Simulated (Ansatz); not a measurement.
**CaF₂: frozen-core PAW against all-electron methods**

```
Ca F
1.0
     0.00000    2.75547    2.75547
     2.75547    0.00000    2.75547
     2.75547    2.75547    0.00000
Ca F
1 2
Direct
  0.00000 0.00000 0.00000
  0.25000 0.25000 0.25000
  0.75000 0.75000 0.75000
```

Atoms are numbered in the order listed.

The cell was built from the fluorite type and relaxed in the same program, and has space group Fm-3m; it needn't be a known or the stable phase.

All numbers are computed: DFT, PBE, PAW with Ansatz's default frozen-core files, scalar-relativistic (Ansatz 0.2.0); DFT, PBE, all-electron LAPW, scalar-relativistic (Ansatz 0.2.0).

For PAW: a Γ-centred 12×12×12 k mesh, Fermi–Dirac smearing of 0.03 eV, cutoff 420 eV, no spin polarisation. LAPW targets a basis error of 1 meV/atom. The Ansatz runs share mesh, smearing and spin set-up. Plane-wave (PAW) pressures include the program's estimate of the Pulay term.

Stress and pressure are positive in compression.

Levels count from the top of the valence band.

PAW results:

```csv
quantity,PAW
pressure (GPa),0.00
band gap (eV),7.142
highest filled level at X (eV),0.000
lowest empty level at X (eV),8.048
highest filled level at Γ (eV),-0.252
lowest empty level at Γ (eV),7.142
highest filled level at U (eV),-0.093
lowest empty level at U (eV),8.297
```

Task: What does LAPW (all electrons) give for the same quantities?

Result: 
```
                      quantity    LAPW
                pressure (GPa)   -0.02
                 band gap (eV)   7.135
highest filled level at X (eV)   0.000
  lowest empty level at X (eV)   8.048
highest filled level at Γ (eV)  -0.251
  lowest empty level at Γ (eV)   7.135
highest filled level at U (eV)  -0.092
  lowest empty level at U (eV)   8.296
```
